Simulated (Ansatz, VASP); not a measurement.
# One calculation of MgO, two programs

```
CELL_PARAMETERS angstrom
3.17607 0.00000 0.00000
-1.58804 2.75056 0.00000
0.00000 0.00000 5.08344
ATOMIC_POSITIONS crystal
Mg 0.33333 0.66667 0.98209
Mg 0.66667 0.33333 0.48209
O 0.33333 0.66667 0.42251
O 0.66667 0.33333 0.92251
```

Alike in both runs: task single point; functional PBE; k mesh 9 × 9 × 6; occupations gaussian, width 0.02 eV; no spin polarisation.

|  | VASP | Ansatz |
| --- | --- | --- |
| version | VASP 6.6.1 | Ansatz 0.2.0 |
| potentials or method | VASP PAW PBE potentials, release 64 (Mg, O) | scalar-relativistic, plane waves, PAW |
| plane-wave cutoff (eV) | 520 | 420 |
| valence electrons in the cell | 16 | 32 |

Ansatz gave:

* gap on the k mesh at the Fermi level (eV): 3.60
* least direct gap on the mesh (eV): 3.60
* pressure (GPa): 17.5
* largest component of the traceless stress (GPa): 21.61
* rms of the force components (eV/Å): 0.579

Problem. Estimate VASP's values.

Solution. gap on the k mesh at the Fermi level (eV): 3.58; least direct gap on the mesh (eV): 3.58; pressure (GPa): 17.3; largest component of the traceless stress (GPa): 21.93; rms of the force components (eV/Å): 0.588.

Atom by atom the forces differ by 0.009 eV/Å (rms over components). The two sets of potentials don't hold the same shells in valence.

Caveats: so large a pressure means that the cell lies far from this level's equilibrium, or that cutoff or potentials fall short (VASP); an odd mesh through Γ misses points on the zone boundary, where band edges often lie; forces of over 1 eV/Å show positions far from the minimum, so gaps and moduli don't describe the material at rest.
